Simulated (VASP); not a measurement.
Here is a VASP 6.6.1 calculation.

INCAR

```
PREC = Accurate
ENCUT = 600
EDIFF = 1E-6
ISMEAR = 0
SIGMA = 0.05
LREAL = F
LASPH = T
NELM = 100
ALGO = Normal
ISIF = 3
LWAVE = F
LCHARG = F
METAGGA = R2SCAN
LMIXTAU = T
LUSE_VDW = T
IVDW_NL = 2
BPARAM = 11.95
CPARAM = 0.0093
IBRION = 2
NSW = 40
EDIFFG = -0.01
```

KPOINTS

```
regular mesh
0
Gamma
  5 5 5
```

Contents of POSCAR:

```
PbS
1.0
    2.0799526950     -5.9912968650      0.0000000000
    2.0799526950      5.9912968650      0.0000000000
    0.0000000000      0.0000000000      4.2793209400
Pb S
2 2
Direct
    0.1305633500      0.8694366500      0.2500000000
    0.8694366500      0.1305633500      0.7500000000
    0.3547970900      0.6452029100      0.2500000000
    0.6452029100      0.3547970900      0.7500000000
```

Potentials or basis: VASP PAW PBE potentials, release 64 (Pb_d, S).

Run with:

```console
$ cat potpaw_PBE.64/Pb_d/POTCAR potpaw_PBE.64/S/POTCAR > POTCAR
$ mpirun -np 1 vasp_std > vasp.out
```

Q: What does it give for the relaxed cell?

A: a = 6.232 Å, b = 6.232 Å, c = 4.263 Å, α = 90.00°, β = 90.00°, γ = 141.26°.

Q: What does it give for the relaxed volume?

A: 25.90 Å³/atom.

Forces on the atoms (eV/Å):
```
Pb   0.000 -0.006  0.000
Pb   0.000  0.006  0.000
S    0.000 -0.003  0.000
S    0.000  0.003  0.000
```

Caveat: the PAW data sets were made with another functional, which shifts forces and pressure a little.
